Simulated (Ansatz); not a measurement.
**GaP: energy along a strain**

GaP, F-43m, a = 5.451 Å (as given, not relaxed at this level: 2.5 GPa). Ansatz: PBE, PAW, 420 eV, Γ-centred 8×8×8 mesh on 2 atoms, Gaussian smearing 0.05 eV; no spin polarisation. Cell vectors (Å): 0.000 2.725 2.725; 2.725 0.000 2.725; 2.725 2.725 0.000. The cell is strained by x per cent times the pattern (0 1 0 0 0 0) in the order xx yy zz yz xz xy (engineering shears), with fractional coordinates held. y is the free energy over the start, V0 = 20.240 Å³/atom.

| x (%) | y (meV/atom) |
| --- | --- |
| -4.00 | ? |
| -3.00 | 17.45 |
| -2.00 | 9.84 |
| -1.00 | 4.04 |
| 0.00 | 0.00 |
| 1.00 | -2.30 |
| 2.00 | -2.92 |
| 3.00 | -1.89 |
| 3.50 | -0.76 |
| 4.00 | 0.76 |

Task: Fit y = c1 x + c2 x² + c3 x³ to the other rows, get the stiffness along the pattern, and predict the missing energy.

Result: Least squares on the rows shown. y = −3.1640 x + 0.86469 x² − 0.0065453 x³. The clamped-ion stiffness p·C·p = 2 × 8.647 eV × 160.2 / 20.240 Å³ = 137 GPa, which is C22 in these axes (C11 of the cubic crystal) (second derivative at the start, which stands under stress). At x = -4.00 the fit asked for gives 26.91 meV/atom. The run gave 26.89 meV/atom, so the fit is 0.02 meV/atom too high, a small miss on the scale of the series.